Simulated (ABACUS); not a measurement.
# P (Cmce) in ABACUS: equation of state

Aim: energy against volume of P in PBE, for its equilibrium volume and stiffness.

All numbers are computed with ABACUS 3.10.1; they aren't measurements. Logs are shortened: lines on timing, memory, paths and dates and some standing lists are left out, and cuts for length are marked.

**1. Starting point**

Symmetry: Cmce, No. 64, orthorhombic system. The conventional cell has a = 3.295 Å, b = 10.930 Å, c = 4.544 Å, α = 90.00°, β = 90.00°, γ = 90.00°. P (site symmetry m) has 3 P at 2.20 to 2.25 Å as nearest neighbours.

**2. Equation of state, PBE, 19.23 Å³/atom (volume scaled by 0.94)**

Input file INPUT:

```
INPUT_PARAMETERS
suffix              P
calculation         scf
basis_type          pw
pseudo_dir          ./
symmetry            1
dft_functional      pbe
ecutwfc             44
pseudo_rcut         10
nspin               1
nbands              14
ks_solver           dav
smearing_method     fd
smearing_sigma      0.00367493
scf_thr             1e-08
scf_nmax            100
mixing_type         broyden
mixing_beta         0.7
cal_force           1
cal_stress          1
kpar                4
```

Input file STRU:

```
ATOMIC_SPECIES
P 30.9738 P.upf

LATTICE_CONSTANT
1.8897261246

LATTICE_VECTORS
1.6141062751 -5.3534750391 0.0000000000
1.6141062751 5.3534750391 0.0000000000
0.0000000000 0.0000000000 4.4508823070

ATOMIC_POSITIONS
Direct

P
0.0
4
0.9041431300 0.0958568700 0.5888151700 1 1 1
0.0958568700 0.9041431300 0.4111848300 1 1 1
0.5958568700 0.4041431300 0.0888151700 1 1 1
0.4041431300 0.5958568700 0.9111848300 1 1 1
```

Input file KPT:

```
K_POINTS
0
Gamma
8 8 6 0 0 0
```

Potentials or basis: PseudoDojo NC SR 0.4.1 PBE standard, plane waves.

Launch:

```
OMP_NUM_THREADS=1 mpirun -np 4 abacus > log
```

running log:

```text
ABACUS v3.10.1

               Atomic-orbital Based Ab-initio Computation at UStc

 ------------------------------------------------------------------------------------

 READING GENERAL INFORMATION
                           global_out_dir = OUT.P/
                           global_in_card = INPUT
                               pseudo_dir = ./
                              orbital_dir =
                                    DSIZE = 4
                                    GSIZE = 1

 READING UNITCELL INFORMATION
                                    ntype = 1
                  lattice constant (Bohr) = 1.88973
              lattice constant (Angstrom) = 1

 READING ATOM TYPE 1
                               atom label = P
                      L=0, number of zeta = 1
                      L=1, number of zeta = 1
                      L=2, number of zeta = 1
             number of atom for this type = 4

                        TOTAL ATOM NUMBER = 4
DIRECT COORDINATES
    atom                   x                   y                   z     mag                  vx                  vy                  vz
taud_P1            0.9041431300        0.0958568700        0.5888151700  0.0000        0.0000000000        0.0000000000        0.0000000000
taud_P2            0.0958568700        0.9041431300        0.4111848300  0.0000        0.0000000000        0.0000000000        0.0000000000
taud_P3            0.5958568700        0.4041431300        0.0888151700  0.0000        0.0000000000        0.0000000000        0.0000000000
taud_P4            0.4041431300        0.5958568700        0.9111848300  0.0000        0.0000000000        0.0000000000        0.0000000000

                          Volume (Bohr^3) = 519.088
                             Volume (A^3) = 76.9207

 Lattice vectors: (Cartesian coordinate: in unit of a_0)
             +1.61411            -5.35348                  +0
             +1.61411            +5.35348                  +0
                   +0                  +0            +4.45088
 Reciprocal vectors: (Cartesian coordinate: in unit of 2 pi/a_0)
            +0.309769          -0.0933973                  +0
            +0.309769          +0.0933973                  -0
                   -0                  -0           +0.224675
 The esolver type has been set to : ksdft_pw

                PAO radial cut off (Bohr) = 10

 Read in pseudopotential file is P.upf
                     pseudopotential type = NC
          exchange-correlation functional = PBE
                 nonlocal core correction = 1
                        valence electrons = 5
                                     lmax = 2
                           number of zeta = 2
                     number of projectors = 6
                           L of projector = 0
                           L of projector = 0
                           L of projector = 1
                           L of projector = 1
                           L of projector = 2
                           L of projector = 2
     initial pseudo atomic orbital number = 16

 SETUP THE ELECTRONS NUMBER
             electron number of element P = 5
       total electron number of element P = 20
            AUTOSET number of electrons:  = 20
                           occupied bands = 10
                                   NBANDS = 14
                                   NLOCAL = 36

 SETUP THE PLANE WAVE BASIS
 energy cutoff for charge/potential (unit:Ry) = 176
            fft grid for charge/potential = [ 45, 45, 36 ]
                        fft grid division = [ 1, 1, 1 ]
        big fft grid for charge/potential = [ 45, 45, 36 ]
                                     nbxx = 72900
                                     nrxx = 72900

 SETUP PLANE WAVES FOR CHARGE/POTENTIAL
                    number of plane waves = 20453
                         number of sticks = 859

 PARALLEL PW FOR CHARGE/POTENTIAL
     PROC   COLUMNS(POT)             PW
        1            859          20453
 --------------- sum -------------------
        1            859          20453
                            number of |g| = 2870
                                  max |g| = 15.9176
                                  min |g| = 0

----------- Double Check Mixing Parameters Begin ------------
mixing_type: broyden
mixing_beta: 0.7
mixing_gg0: 1
mixing_gg0_min: 0.1
mixing_ndim: 8
----------- Double Check Mixing Parameters End ------------

 LATTICE VECTORS: (CARTESIAN COORDINATE: IN UNIT OF A0)
             +1.61411            -5.35348                  +0
             +1.61411            +5.35348                  +0
                   +0                  +0            +4.45088
                       right hand lattice = 1
                                   NORM_A = 5.59151
                                   NORM_B = 5.59151
                                   NORM_C = 4.45088
                           ALPHA (DEGREE) = 90
                           BETA  (DEGREE) = 90
                           GAMMA (DEGREE) = 146.443

 The lattice vectors have been changed (STRU_SIMPLE.cif)

(for optimal symmetric configuration:)
                             BRAVAIS TYPE = 11
                     BRAVAIS LATTICE NAME = 11. Orthorhombic C (base-centered)
                                    ibrav = 11
                                    IBRAV = 11
                                  BRAVAIS = BASE CENTERED ORTHORHOMBIC CELL
                       LATTICE CONSTANT A = 3.22821
                                B/A RATIO = 3.31668
                                C/A RATIO = 1.37875
Original cell was already a primitive cell.
                        ROTATION MATRICES = 8
              PURE POINT GROUP OPERATIONS = 4
                   SPACE GROUP OPERATIONS = 8
                                       C2 = 1
                                       C3 = 0
                                       C4 = 0
                                       C6 = 0
                                       S1 = 1
                                       S3 = 0
                                       S4 = 0
                                       S6 = 0
                              POINT GROUP = C_2h
                                       C2 = 3
                                       C3 = 0
                                       C4 = 0
                                       C6 = 0
                                       S1 = 3
                                       S3 = 0
                                       S4 = 0
                                       S6 = 0
               POINT GROUP IN SPACE GROUP = D_2h

 SETUP K-POINTS
                                    nspin = 1
                   Input type of k points = Monkhorst-Pack(Gamma)
                                   nkstot = 384
                       right hand lattice = 1
(for reciprocal lattice: )
                             BRAVAIS TYPE = 11
                     BRAVAIS LATTICE NAME = 11. Orthorhombic C (base-centered)
                                    ibrav = 11
                       right hand lattice = 1
(for k-lattice: )
                             BRAVAIS TYPE = 11
                     BRAVAIS LATTICE NAME = 11. Orthorhombic C (base-centered)
                                    ibrav = 11
                       right hand lattice = 1
                        ROTATION MATRICES = 8
                               nkstot_ibz = 84
K-POINTS REDUCTION ACCORDING TO SYMMETRY
     IBZ    DIRECT_X    DIRECT_Y    DIRECT_Z  WEIGHT  ibz2bz
       1  0.00000000  0.00000000  0.00000000  0.0026       0
       2  0.12500000  0.00000000  0.00000000  0.0104       1
       3  0.25000000  0.00000000  0.00000000  0.0104       2
       4  0.37500000  0.00000000  0.00000000  0.0104       3
       5  0.50000000  0.00000000  0.00000000  0.0052       4
       6  0.12500000  0.12500000  0.00000000  0.0052       9
[... 22 lines left out ...]
      29  0.37500000  0.12500000  0.16666667  0.0208      75
      30  0.50000000  0.12500000  0.16666667  0.0208      76
[... 54 further k points ...]

                               nkstot now = 84
[... K-POINTS DIRECT COORDINATES: 84 rows ...]

           k-point number in this process = 21
       minimum distributed K point number = 21
[... stars of the k points ...]

[... K-POINTS CARTESIAN COORDINATES: 21 rows ...]

[... K-POINTS DIRECT COORDINATES: 21 rows ...]

 SETUP PLANE WAVES FOR WAVE FUNCTIONS
     energy cutoff for wavefunc (unit:Ry) = 44
              fft grid for wave functions = [ 45, 45, 36 ]
                    number of plane waves = 3979
                         number of sticks = 287

 PARALLEL PW FOR WAVE FUNCTIONS
     PROC   COLUMNS(POT)             PW
        1            287           3979
 --------------- sum -------------------
        1            287           3979

 SETUP NONLOCAL PSEUDOPOTENTIALS IN PLANE WAVE BASIS
 P non-local projectors:
 projector 1 L=0
 projector 2 L=0
 projector 3 L=1
 projector 4 L=1
 projector 5 L=2
 projector 6 L=2
      TOTAL NUMBER OF NONLOCAL PROJECTORS = 72

 Init Non-Local PseudoPotential table :
 Init Non-Local-Pseudopotential done.

                                     npwx = 2568

 Make real space PAO into reciprocal space.
       max mesh points in Pseudopotential = 1001
     dq(describe PAO in reciprocal space) = 0.01
                                    max q = 800

 number of pseudo atomic orbitals for P is 2
WARNING: norm of atomic wavefunction # 2 of atomic type P is 0.999977, renormalized

 -------------------------------------------
 SELF-CONSISTENT
 -------------------------------------------
                                 init_chg = atomic

 PW ALGORITHM --------------- ION=   1  ELEC=   1--------------------------------
 Notice: Threshold on eigenvalues was too large.
 hsover_error=0.2 > DRHO=0.0682581
 Origin diag ethr = 0.01
 New diag ethr = 0.00034129

 Density error is 0.0683180090739
                          Error Threshold = 0.00034129047797
----------------------------------------------------------
     Energy           Rydberg                 eV
----------------------------------------------------------
 E_KohnSham     -55.3828035509       -753.5216995063
 E_Harris       -54.8871664299       -746.7782105210
 E_Fermi        0.5411696019         7.3629901706
----------------------------------------------------------
[... 63 lines left out ...]
 Density error is 2.33775964398e-09
                          Error Threshold = 5.24704599003e-11
----------------------------------------------------------
     Energy           Rydberg                 eV
----------------------------------------------------------
 E_KohnSham     -55.3851831255       -753.5540752806
 E_KS(sigma->0) -55.3851582559       -753.5537369126
 E_Harris       -55.3852969343       -753.5556237278
 E_band         0.7442162700         10.1255818164
 E_one_elec     4.5754686324         62.2524444214
 E_Hartree      7.0811945193         96.3445941093
 E_xc           -16.5323034518       -224.9335280102
 E_Ewald        -50.5094930863       -687.2169090651
 E_entropy(-TS) -0.0000497392        -0.0006767359
 E_descf        0.0000000000         0.0000000000
 E_exx          0.0000000000         0.0000000000
 E_Fermi        0.5599627386         7.6186839127
----------------------------------------------------------

 charge density convergence is achieved
 final etot is -753.55407528 eV
 EFERMI = 7.6186839127 eV

 STATE ENERGY(eV) AND OCCUPATIONS    NSPIN == 1
 1/21 kpoint (Cartesian) = 0.0000 0.0000 0.0000 (2551 pws)
       1       -8.80962     0.00520833
       2       -5.86030     0.00520833
       3       -2.41861     0.00520833
       4       0.404033     0.00520833
       5        2.34299     0.00520833
       6        2.80948     0.00520833
       7        3.31426     0.00520833
       8        4.59288     0.00520833
       9        4.90870     0.00520833
      10        6.27927     0.00520833
      11        8.07394    5.78603e-07
      12        8.53520    5.70082e-11
      13        9.56035    7.10622e-20
      14        10.5372    2.32869e-28
[... 65 lines left out ...]
 6/21 kpoint (Cartesian) = 0.077442 0.0000 0.0000 (2541 pws)
       1       -8.02565      0.0104167
       2       -5.04966      0.0104167
       3       -3.01162      0.0104167
       4       0.722351      0.0104167
       5        1.01767      0.0104167
       6        1.20619      0.0104167
       7        2.99340      0.0104167
       8        4.03073      0.0104167
       9        4.74138      0.0104167
      10        6.30185      0.0104167
      11        8.30021    1.25339e-08
      12        8.83223    2.99892e-13
      13        9.98131    3.13497e-23
      14        10.4066    6.34329e-27

[... levels at 15 further k points ...]

------------------------------------------------------------------------------------------
 TOTAL-FORCE (eV/Angstrom)
------------------------------------------------------------------------------------------
                        P1         0.0000000000         0.6239629374        -0.6827336499
                        P2         0.0000000000        -0.6239629374         0.6827336499
                        P3         0.0000000000        -0.6239629374        -0.6827336499
                        P4         0.0000000000         0.6239629374         0.6827336499
------------------------------------------------------------------------------------------

----------------------------------------------------------------
 TOTAL-STRESS (KBAR)
----------------------------------------------------------------
        87.7696014490         0.0000000000         0.0000000000
         0.0000000000        63.9878510115         0.0000000000
         0.0000000000         0.0000000000        74.6308359392
----------------------------------------------------------------
 TOTAL-PRESSURE: 75.462763 KBAR

 --------------------------------------------
 !FINAL_ETOT_IS -753.5540752805744660 eV
 --------------------------------------------
```

Wall time 12 s (4 MPI ranks of AMD EPYC 9R14 (Zen 4), shared host); peak memory 0.36 GiB.

What came out:

* Free energy: -753.5541 eV
* Pressure: 7.5 GPa
* Largest force: 0.925 eV/Å
* Band gap on the k mesh: none (metal or under the smearing width)

**3. Equation of state, PBE, 19.64 Å³/atom (volume scaled by 0.96)**

INPUT is that of step 2.

Edit STRU of step 2 so:

```diff
@@ -7,5 +7,5 @@
 LATTICE_VECTORS
-1.6141062751 -5.3534750391 0.0000000000
-1.6141062751 5.3534750391 0.0000000000
-0.0000000000 0.0000000000 4.4508823070
+1.6254735952 -5.3911768097 0.0000000000
+1.6254735952 5.3911768097 0.0000000000
+0.0000000000 0.0000000000 4.4822275814
```

KPT is that of step 2.

Potentials or basis: PseudoDojo NC SR 0.4.1 PBE standard, plane waves.

Launch:

```
OMP_NUM_THREADS=1 mpirun -np 4 abacus > log
```

It took 10 s on 4 MPI ranks of AMD EPYC 9R14 (Zen 4), shared host; peak memory 0.36 GiB.

The run converged. Its results:

```yaml
Free_energy: -753.6207 eV
Pressure: 5.5 GPa
Largest_force: 0.718 eV/Å
Band_gap_on_the_k_mesh: 0.04 eV, direct
```

**4. Equation of state, PBE, 20.05 Å³/atom (volume scaled by 0.98)**

INPUT is that of step 3.

Edit STRU of step 3 so:

```diff
@@ -7,5 +7,5 @@
 LATTICE_VECTORS
-1.6254735952 -5.3911768097 0.0000000000
-1.6254735952 5.3911768097 0.0000000000
-0.0000000000 0.0000000000 4.4822275814
+1.6366841122 -5.4283585144 0.0000000000
+1.6366841122 5.4283585144 0.0000000000
+0.0000000000 0.0000000000 4.5131404726
```

KPT is that of step 3.

Launch:

```
OMP_NUM_THREADS=1 mpirun -np 4 abacus > log
```

It took 11 s on 4 MPI ranks of AMD EPYC 9R14 (Zen 4), shared host; peak memory 0.36 GiB.

It converged, with:

```yaml
Free_energy: -753.6677 eV
Pressure: 3.7 GPa
Largest_force: 0.527 eV/Å
Band_gap_on_the_k_mesh: 0.06 eV, direct
```

**5. Equation of state, PBE, 20.46 Å³/atom**

INPUT is that of step 4.

Edit STRU of step 4 so:

```diff
@@ -7,5 +7,5 @@
 LATTICE_VECTORS
-1.6366841122 -5.4283585144 0.0000000000
-1.6366841122 5.4283585144 0.0000000000
-0.0000000000 0.0000000000 4.5131404726
+1.6477431241 -5.4650377251 0.0000000000
+1.6477431241 5.4650377251 0.0000000000
+0.0000000000 0.0000000000 4.5436355900
```

KPT is that of step 4.

Launch:

```
OMP_NUM_THREADS=1 mpirun -np 4 abacus > log
```

Wall time 11 s (4 MPI ranks of AMD EPYC 9R14 (Zen 4), shared host); peak memory 0.36 GiB.

The run converged. Its results:

| Item | Value |
| --- | --- |
| Free energy | -753.6970 eV |
| Pressure | 2.1 GPa |
| Largest force | 0.352 eV/Å |
| Band gap on the k mesh | 0.09 eV, direct |

**6. Equation of state, PBE, 20.87 Å³/atom (volume scaled by 1.02)**

INPUT is that of step 5.

Edit STRU of step 5 so:

```diff
@@ -7,5 +7,5 @@
 LATTICE_VECTORS
-1.6477431241 -5.4650377251 0.0000000000
-1.6477431241 5.4650377251 0.0000000000
-0.0000000000 0.0000000000 4.5436355900
+1.6586556482 -5.5012310827 0.0000000000
+1.6586556482 5.5012310827 0.0000000000
+0.0000000000 0.0000000000 4.5737267689
```

KPT is that of step 5.

Potentials or basis: PseudoDojo NC SR 0.4.1 PBE standard, plane waves.

Launch:

```
OMP_NUM_THREADS=1 mpirun -np 4 abacus > log
```

Run time: 12 s. Hardware: 4 MPI ranks of AMD EPYC 9R14 (Zen 4), shared host; peak memory 0.36 GiB.

It converged, with:

```yaml
Free_energy: -753.7105 eV
Pressure: 0.6 GPa
Largest_force: 0.201 eV/Å
Band_gap_on_the_k_mesh: 0.13 eV, direct
```

**7. Equation of state, PBE, 21.28 Å³/atom (volume scaled by 1.04)**

INPUT is that of step 6.

Edit STRU of step 6 so:

```diff
@@ -7,5 +7,5 @@
 LATTICE_VECTORS
-1.6586556482 -5.5012310827 0.0000000000
-1.6586556482 5.5012310827 0.0000000000
-0.0000000000 0.0000000000 4.5737267689
+1.6694264413 -5.5369543634 0.0000000000
+1.6694264413 5.5369543634 0.0000000000
+0.0000000000 0.0000000000 4.6034271255
```

KPT is that of step 6.

Launch:

```
OMP_NUM_THREADS=1 mpirun -np 4 abacus > log
```

Wall time 12 s (4 MPI ranks of AMD EPYC 9R14 (Zen 4), shared host); peak memory 0.36 GiB.

It converged, with:

```yaml
Free_energy: -753.7096 eV
Pressure: -0.7 GPa
Largest_force: 0.117 eV/Å
Band_gap_on_the_k_mesh: 0.17 eV, direct
```

**8. Equation of state, PBE, 21.69 Å³/atom (volume scaled by 1.06)**

INPUT is that of step 7.

Edit STRU of step 7 so:

```diff
@@ -7,5 +7,5 @@
 LATTICE_VECTORS
-1.6694264413 -5.5369543634 0.0000000000
-1.6694264413 5.5369543634 0.0000000000
-0.0000000000 0.0000000000 4.6034271255
+1.6800600174 -5.5722225395 0.0000000000
+1.6800600174 5.5722225395 0.0000000000
+0.0000000000 0.0000000000 4.6327491080
```

KPT is that of step 7.

Launch:

```
OMP_NUM_THREADS=1 mpirun -np 4 abacus > log
```

It took 12 s on 4 MPI ranks of AMD EPYC 9R14 (Zen 4), shared host; peak memory 0.36 GiB.

It converged, with:

| Property | Result |
| --- | --- |
| Free energy | -753.6957 eV |
| Pressure | -1.9 GPa |
| Largest force | 0.181 eV/Å |
| Band gap on the k mesh | 0.21 eV, direct |

**9. Equation of state, PBE**

Potentials or basis: PseudoDojo NC SR 0.4.1 PBE standard, plane waves.

No new run: the results of the series are fitted here.

What came out:

```yaml
Equilibrium_volume: 21.04 Å³/atom
Bulk_modulus_at_fixed_shape_and_positions: 69 GPa
Pressure_derivative_of_the_bulk_modulus: 4.3
```

Energy against volume, from the lowest point:
| volume (Å³/atom) | energy (meV/atom) |
| --- | --- |
| 19.230 | 39.10 |
| 19.639 | 22.45 |
| 20.049 | 10.69 |
| 20.458 | 3.36 |
| 20.867 | 0.00 |
| 21.276 | 0.22 |
| 21.685 | 3.68 |

Caveat: the cell was scaled at fixed shape and fractional positions, which overstates the stiffness of a crystal with free parameters, most of all of layers and chains.
